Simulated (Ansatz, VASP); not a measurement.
## GaSb: VASP beside Ansatz

INCAR

```
SYSTEM = GaSb
PREC = Accurate
ENCUT = 520
EDIFF = 1E-6
ISMEAR = -1
SIGMA = 0.05
LREAL = .False.
LASPH = .True.
NELM = 100
ALGO = Normal
ISIF = 2
LWAVE = .False.
LCHARG = .False.
GGA = PS
NBANDS = 16
```

Contents of KPOINTS:

```
regular mesh
0
Gamma
  10 10 10
  0 0 0
```

The input POSCAR:

```
GaSb
1.0
   -1.5559010000      2.6750030000      2.8933130000
    1.5559010000     -2.6750030000      2.8933130000
    1.5559010000      2.6750030000     -2.8933130000
Sb Ga
1 1
Direct
    0.5000000000      0.5000000000      0.0000000000
    0.0000000000      0.0000000000      0.0000000000
```

File input.yaml:

```yaml
crystal:
  lattice:
    - [-1.555901, 2.675003, 2.893313]
    - [1.555901, -2.675003, 2.893313]
    - [1.555901, 2.675003, -2.893313]
  atoms:
    - { symbol: Sb, position: [0.5, 0.5, 0.0] }
    - { symbol: Ga, position: [0.0, 0.0, 0.0] }
kpoints:
  mp_grid: { grid: [10, 10, 10] }
scf:
  occupations: { method: fermi_dirac, width: 0.05 }
hamiltonian:
  xc: pbesol
  pseudopotentials: { kind: all_electron, lapw: { basis_error: 0.001 } }
output:
  forces: true
  stress: true
  eigenvalues: true
```

Alike in both runs: task single point; functional PBEsol; k mesh 10 × 10 × 10; occupations fermi-dirac, width 0.05 eV; no spin polarisation.

|  | VASP | Ansatz |
| --- | --- | --- |
| version | VASP 6.6.1 | Ansatz 0.2.0 |
| potentials or method | VASP PAW PBE potentials, release 64 (Sb, Ga_d) | all-electron LAPW, scalar-relativistic |
| plane-wave cutoff (eV) | 520 | see its input |

```csv
,VASP,Ansatz,Ansatz less VASP
gap on the k mesh at the Fermi level (eV),none,none,-
pressure (GPa),-3.2,-3.1,+0.06
largest component of the traceless stress (GPa),1.01,1.01,-0.004
```

A gap of «none» marks a metal or a gap that the smearing closes. Ansatz ran all-electron here, so the differences hold the error of VASP's frozen core and of both bases.

Caveats: the PAW data sets were made with another functional, which shifts forces and pressure a little (VASP). Spin-orbit coupling is left out, which matters for the levels of Sb.
